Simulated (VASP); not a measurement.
# PbSe (Fm-3m) in VASP: further runs

Runs on PbSe. Level: LDA. Tasks: single point.

Everything below comes from runs of VASP 6.6.1. Logs are shortened: lines on timing, memory, paths and dates and some standing lists are left out, and cuts for length are marked.

**The experiment to reproduce.**

From a printed reference work, monograph, for a bulk crystal of PbSe: band gap 0.28 eV (direct) at 300 K; band gap 0.15 eV (direct) at 4.2 K.

The results are compared with them further down.

## Step 1: The cell of the first run

It takes space group Fm-3m (No. 225, cubic). The conventional cell has a = 6.041 Å, b = 6.041 Å, c = 6.041 Å, α = 90.00°, β = 90.00°, γ = 90.00°. Within 4.0 Å of Pb (site symmetry m-3m) lie 6 Se at 3.02 Å. Se (site symmetry m-3m) has 6 Pb at 3.02 Å within 4.0 Å.

## Step 2: Single point, LDA

The input, INCAR:

```
SYSTEM = PbSe
PREC = Accurate
ENCUT = 520
EDIFF = 1E-6
ISMEAR = -1
SIGMA = 0.1
LREAL = .False.
LASPH = .True.
NELM = 100
ALGO = Normal
ISIF = 2
LWAVE = .False.
LCHARG = .False.
GGA = CA
NBANDS = 17
```

The input, KPOINTS:

```
regular mesh
0
Gamma
  10 10 10
  0 0 0
```

The input, POSCAR:

```
PbSe
1.0
    0.0000000000      3.0203918573      3.0203918573
    3.0203918573      0.0000000000      3.0203918573
    3.0203918573      3.0203918573      0.0000000000
Pb Se
1 1
Direct
    0.0000000000      0.0000000000      0.0000000000
    0.5000000000      0.5000000000      0.5000000000
```

Potentials or basis: VASP PAW LDA potentials, release 64 (Pb_d, Se).

Run with:

```sh
$ cat potpaw_LDA.64/Pb_d/POTCAR potpaw_LDA.64/Se/POTCAR > POTCAR
$ mpirun -np 1 vasp_std > vasp.out
```

OUTCAR:

```text
SYSTEM = PbSe
   PREC = Accurate
   ENCUT = 520
   EDIFF = 1E-6
   ISMEAR = -1
   LREAL = .False.
   LASPH = .True.
   NELM = 100
   ISIF = 2
   GGA = CA

 ion  position               nearest neighbor table
   1  0.000  0.000  0.000-   2 3.02   2 3.02   2 3.02   2 3.02   2 3.02   2 3.02
   2  0.500  0.500  0.500-   1 3.02   1 3.02   1 3.02   1 3.02   1 3.02   1 3.02

  LATTYP: Found a face centered cubic cell.
 ALAT       =     6.0407837146

  Lattice vectors:

 A1 = (   0.0000000000,   3.0203918573,   3.0203918573)
 A2 = (   3.0203918573,   0.0000000000,   3.0203918573)
 A3 = (   3.0203918573,   3.0203918573,   0.0000000000)

Analysis of symmetry for initial positions (statically):
=====================================================================
 Subroutine PRICEL returns:
 Original cell was already a primitive cell.

 Routine SETGRP: Setting up the symmetry group for a
 face centered cubic supercell.

 Subroutine GETGRP returns: Found 48 space group operations
 (whereof 48 operations were pure point group operations)
 out of a pool of 48 trial point group operations.

The static configuration has the point symmetry O_h .

Analysis of symmetry for dynamics (positions and initial velocities):
=====================================================================
 Subroutine PRICEL returns:
 Original cell was already a primitive cell.

 Routine SETGRP: Setting up the symmetry group for a
 face centered cubic supercell.

 Subroutine GETGRP returns: Found 48 space group operations
 (whereof 48 operations were pure point group operations)
 out of a pool of 48 trial point group operations.

The dynamic configuration has the point symmetry O_h .

 Subroutine INISYM returns: Found 48 space group operations
 (whereof 48 operations are pure point group operations),
 and found     1 'primitive' translations

----------------------------------------------------------------------------------------

                                     Primitive cell

  volume of cell :      55.1087

  direct lattice vectors                    reciprocal lattice vectors
     0.000000000  3.020391857  3.020391857    -0.165541434  0.165541434  0.165541434
     3.020391857  0.000000000  3.020391857     0.165541434 -0.165541434  0.165541434
     3.020391857  3.020391857  0.000000000     0.165541434  0.165541434 -0.165541434

  length of vectors
     4.271479128  4.271479128  4.271479128     0.286726175  0.286726175  0.286726175

  position of ions in fractional coordinates (direct lattice)
     0.000000000  0.000000000  0.000000000
     0.500000000  0.500000000  0.500000000

  ion indices of the primitive-cell ions
   primitive index   ion index
                 1           1
                 2           2

----------------------------------------------------------------------------------------

 KPOINTS: regular mesh

Automatic generation of k-mesh.
 Grid dimensions read from file:
 generate k-points for:   10   10   10

 Generating k-lattice:

  Cartesian coordinates                     Fractional coordinates (reciprocal lattice)
    -0.016554143  0.016554143  0.016554143     0.100000000  0.000000000  0.000000000
     0.016554143 -0.016554143  0.016554143     0.000000000  0.100000000  0.000000000
     0.016554143  0.016554143 -0.016554143     0.000000000  0.000000000  0.100000000

  Length of vectors
     0.028672617  0.028672617  0.028672617

  Shift w.r.t. Gamma in fractional coordinates (k-lattice)
     0.000000000  0.000000000  0.000000000

 Subroutine IBZKPT returns following result:
 ===========================================

 Found     47 irreducible k-points:

 Following reciprocal coordinates:
            Coordinates               Weight
  0.000000  0.000000  0.000000      1.000000
  0.100000  0.000000  0.000000      8.000000
  0.200000  0.000000  0.000000      8.000000
  0.300000  0.000000  0.000000      8.000000
  0.400000  0.000000  0.000000      8.000000
  0.500000  0.000000  0.000000      4.000000
[... 16 lines left out ...]
  0.300000  0.300000  0.000000      6.000000
  0.400000  0.300000  0.000000     24.000000
 [... further k-points ...]
   k-points           NKPTS =     47   k-points in BZ     NKDIM =     47   number of bands    NBANDS=     17
   number of dos      NEDOS =    301   number of ions     NIONS =      2
   total plane-waves  NPLWV =  32768
   dimension x,y,z NGX =    32 NGY =   32 NGZ =   32
   dimension x,y,z NGXF=    64 NGYF=   64 NGZF=   64
   ions per type =               1   1
   NGX,Y,Z   is equivalent  to a cutoff of  12.45, 12.45, 12.45 a.u.
   NGXF,Y,Z  is equivalent  to a cutoff of  24.91, 24.91, 24.91 a.u.
 SYSTEM =  PbSe
   PREC   = accura    normal or accurate (medium, high low for compatibility)
   ISTART =      0    job   : 0-new  1-cont  2-samecut
   ICHARG =      2    charge: 1-file 2-atom 10-const
   ISPIN  =      1    spin polarized calculation?
   LNONCOLLINEAR =      F non collinear calculations
   LSORBIT =      F    spin-orbit coupling
   LASPH  =      T    aspherical Exc in radial PAW
   ENCUT  =  520.0 eV  38.22 Ry    6.18 a.u.   7.94  7.94  7.94*2*pi/ulx,y,z
   NELM   =    100;   NELMIN=  2; NELMDL= -5     # of ELM steps
   EDIFF  = 0.1E-05   stopping-criterion for ELM
   LREAL  =      F    real-space projection
   EDIFFG = 0.1E-04   stopping-criterion for IOM
   NSW    =      0    number of steps for IOM
   IBRION =     -1    ionic relax: 0-MD 1-quasi-New 2-CG
   NFREE  =      0    steps in history (QN), initial steepest desc. (CG)
   ISIF   =      2    stress and relaxation
   ISYM   =      2    0-nonsym 1-usesym 2-fastsym
   POTIM  = 0.5000    time-step for ionic-motion
   TEBEG  =    0.0;   TEEND  =   0.0 temperature during run
   PSTRESS=    0.0 pullay stress
   NELECT =      20.0000    total number of electrons
   NUPDOWN=      -1.0000    fix difference up-down
   EMIN   =  10.00;   EMAX   =-10.00  energy-range for DOS
   EFERMI =   0.00;   METHOD = LEGACY
   ISMEAR =    -1;   SIGMA  =   0.10  broadening in eV -4-tet -1-fermi 0-gaus
   EFERMI_NEDOS =   21; number of points for ismear=-14 and -15
   IALGO  =     38    algorithm
   IMIX   =      4    mixing-type and parameters
     AMIX     =   0.40;   BMIX     =  1.00
     AMIX_MAG =   1.60;   BMIX_MAG =  1.00
  volume/ion in A,a.u.               =      27.55       185.95
  Fermi-wavevector in a.u.,A,eV,Ry     =   1.167737  2.206702 18.553022  1.363609
  Thomas-Fermi vector in A             =   2.304233
   LORBIT       =      0    0 simple, 1 ext, 2 COOP (PROOUT), +10 PAW based schemes
   GGA     = CA    functional components
   LHFCALC =     F    Hartree Fock is set to
   AEXX    =    0.0000 exact exchange contribution
   IVDW    =     0    specifies the selected vdW correction
   LEPSILON=     F    determine dielectric tensor
   LRPA    =     F    only Hartree local field effects (RPA)
 non-spin polarized calculation
  energy-cutoff  :      520.00
  volume of cell :       55.11
 maximum number of plane-waves:      1524
   NGX = 15   NGY = 15   NGZ = 15

 number of electron      20.0000005 magnetization

 Free energy of the ion-electron system (eV)
  ---------------------------------------------------
  ext. energy  EPLUGINS =         0.00000000
  ---------------------------------------------------
  free energy    TOTEN  =        -9.45809533 eV

  energy without entropy =       -9.45619666  energy(sigma->0) =       -9.45714600

 E-fermi :   5.4837     XC(G=0): -10.0250

 val. band max:        5.4810861754   @ k =   0.5000   0.0000   0.0000
 cond. band min:       6.0171353670   @ k =  -0.4000   0.1000   0.0000
 fundamental gap:      0.5360491916
 Fermi energy:         5.4836500017

 k-point     1 :       0.0000    0.0000    0.0000
  band No.  band energies     occupation
      1     -11.4376      2.00000
      2     -11.4376      2.00000
      3     -11.4334      2.00000
      4     -11.4334      2.00000
      5     -11.4334      2.00000
      6      -8.5428      2.00000
[... 9 lines left out ...]
     16      11.8083      0.00000
     17      13.3148      0.00000

 k-point     2 :       0.1000    0.0000    0.0000
  band No.  band energies     occupation
      1     -11.4400      2.00000
      2     -11.4400      2.00000
      3     -11.4330      2.00000
      4     -11.4301      2.00000
      5     -11.4301      2.00000
      6      -8.4606      2.00000
[... 9 lines left out ...]
     16      12.0465      0.00000
     17      14.2263      0.00000

 k-point     3 :       0.2000    0.0000    0.0000
  band No.  band energies     occupation
      1     -11.4473      2.00000
      2     -11.4473      2.00000
      3     -11.4322      2.00000
      4     -11.4204      2.00000
      5     -11.4204      2.00000
      6      -8.2254      2.00000
[... 9 lines left out ...]
     16      12.6392      0.00000
     17      15.8165      0.00000

 k-point     4 :       0.3000    0.0000    0.0000
  band No.  band energies     occupation
      1     -11.4565      2.00000
      2     -11.4565      2.00000
      3     -11.4315      2.00000
      4     -11.4082      2.00000
      5     -11.4082      2.00000
      6      -7.8804      2.00000
[... 9 lines left out ...]
     16      13.5359      0.00000
     17      17.2947      0.00000

 k-point     5 :       0.4000    0.0000    0.0000
  band No.  band energies     occupation
      1     -11.4640      2.00000
      2     -11.4640      2.00000
      3     -11.4311      2.00000
      4     -11.3983      2.00000
      5     -11.3983      2.00000
      6      -7.5303      2.00000
[... 9 lines left out ...]
     16      14.6741      0.00000
     17      16.6170      0.00000

 k-point     6 :       0.5000    0.0000    0.0000
  band No.  band energies     occupation
      1     -11.4668      2.00000
      2     -11.4668      2.00000
      3     -11.4310      2.00000
      4     -11.3945      2.00000
      5     -11.3945      2.00000
      6      -7.3690      2.00000
[... 9 lines left out ...]
     16      15.5379      0.00000
     17      15.5988      0.00000

 k-point     7 :       0.1000    0.1000    0.0000
  band No.  band energies     occupation
      1     -11.4454      2.00000
      2     -11.4355      2.00000
      3     -11.4355      2.00000
      4     -11.4286      2.00000
      5     -11.4286      2.00000
      6      -8.4320      2.00000
[... 9 lines left out ...]
     16      12.5224      0.00000
     17      14.2211      0.00000

 k-point     8 :       0.2000    0.1000    0.0000
  band No.  band energies     occupation
      1     -11.4557      2.00000
      2     -11.4381      2.00000
      3     -11.4359      2.00000
      4     -11.4225      2.00000
      5     -11.4193      2.00000
      6      -8.2448      2.00000
[... 9 lines left out ...]
     16      13.1859      0.00000
     17      15.0756      0.00000
[... 203 lines left out ...]
      1     -11.5101      2.00000
      2     -11.4475      2.00000
      3     -11.4299      2.00000
      4     -11.4036      2.00000
      5     -11.3909      2.00000
      6      -7.2311      2.00000
[... 9 lines left out ...]
     16      15.8852      0.00000
     17      16.3764      0.00000

 k-point    20 :      -0.4000    0.2000    0.0000
  band No.  band energies     occupation
      1     -11.5011      2.00000
      2     -11.4540      2.00000
      3     -11.4228      2.00000
      4     -11.4061      2.00000
      5     -11.3949      2.00000
      6      -7.1912      2.00000
[... 9 lines left out ...]
     16      14.6253      0.00000
     17      17.0958      0.00000

 k-point    21 :      -0.3000    0.2000    0.0000
  band No.  band energies     occupation
      1     -11.4842      2.00000
      2     -11.4569      2.00000
      3     -11.4226      2.00000
      4     -11.4067      2.00000
      5     -11.4041      2.00000
      6      -7.4152      2.00000
[... 9 lines left out ...]
     16      15.0098      0.00000
     17      16.2540      0.00000

 k-point    22 :      -0.2000    0.2000    0.0000
  band No.  band energies     occupation
      1     -11.4654      2.00000
      2     -11.4563      2.00000
      3     -11.4278      2.00000
      4     -11.4137      2.00000
      5     -11.4069      2.00000
      6      -7.7518      2.00000
[... 9 lines left out ...]
     16      14.9780      0.00000
     17      15.6031      0.00000

 k-point    23 :       0.3000    0.3000    0.0000
  band No.  band energies     occupation
      1     -11.5264      2.00000
      2     -11.4480      2.00000
      3     -11.4227      2.00000
      4     -11.3990      2.00000
      5     -11.3990      2.00000
      6      -7.6185      2.00000
[... 9 lines left out ...]
     16      15.4898      0.00000
     17      15.9770      0.00000

 k-point    24 :       0.4000    0.3000    0.0000
  band No.  band energies     occupation
      1     -11.5480      2.00000
      2     -11.4481      2.00000
      3     -11.4241      2.00000
      4     -11.3933      2.00000
      5     -11.3905      2.00000
      6      -7.3387      2.00000
[... 9 lines left out ...]
     16      16.1954      0.00000
     17      16.9224      0.00000

 [... further k-points ...]

------------------------ aborting loop because EDIFF is reached ----------------------------------------

  FORCE on cell =-STRESS in cart. coord.  units (eV):
  Direction    XX          YY          ZZ          XY          YZ          ZX
  --------------------------------------------------------------------------------------
  -------------------------------------------------------------------------------------
  Total        0.0382085      0.0382085      0.0382085      0.0000000      0.0000000     -0.0000000
  in kB        1.1108378      1.1108378      1.1108378      0.0000000      0.0000000     -0.0000000
  external PRESSURE =       1.1108378 kB  Pullay stress =       0.0000000 kB

 VOLUME and BASIS-vectors are now :
 -----------------------------------------------------------------------------
  energy-cutoff  :      520.00
  volume of cell :       55.11
      direct lattice vectors                 reciprocal lattice vectors
     0.000000000  3.020391857  3.020391857    -0.165541434  0.165541434  0.165541434
     3.020391857  0.000000000  3.020391857     0.165541434 -0.165541434  0.165541434
     3.020391857  3.020391857  0.000000000     0.165541434  0.165541434 -0.165541434

 POSITION                                       TOTAL-FORCE (eV/Angst)
 -----------------------------------------------------------------------------------
      0.00000      0.00000      0.00000         0.000000      0.000000      0.000000
      3.02039      3.02039      3.02039        -0.000000     -0.000000     -0.000000
 -----------------------------------------------------------------------------------
    total drift:                                0.000000     -0.000000     -0.000000

  FREE ENERGIE OF THE ION-ELECTRON SYSTEM (eV)
  ---------------------------------------------------
  free  energy   TOTEN  =        -9.4580953307 eV

  energy  without entropy=       -9.4561966600  energy(sigma->0) =       -9.45714600
```

Run time: 14 s. Hardware: 1 thread of Intel Xeon Platinum 8488C (Sapphire Rapids), shared host; peak memory 0.18 GiB.

What came out:

```
Free energy            : -9.4581 eV
Pressure               : 0.1 GPa
Band gap on the k mesh : 0.03 eV
```

Caveat: the smearing spreads over this small gap; spin-orbit coupling is left out, which moves the levels of the heavy elements.

(Part 1 of 2 ends here.)

The gap in the log of VASP goes by the Fermi energy; the results here count the filled bands.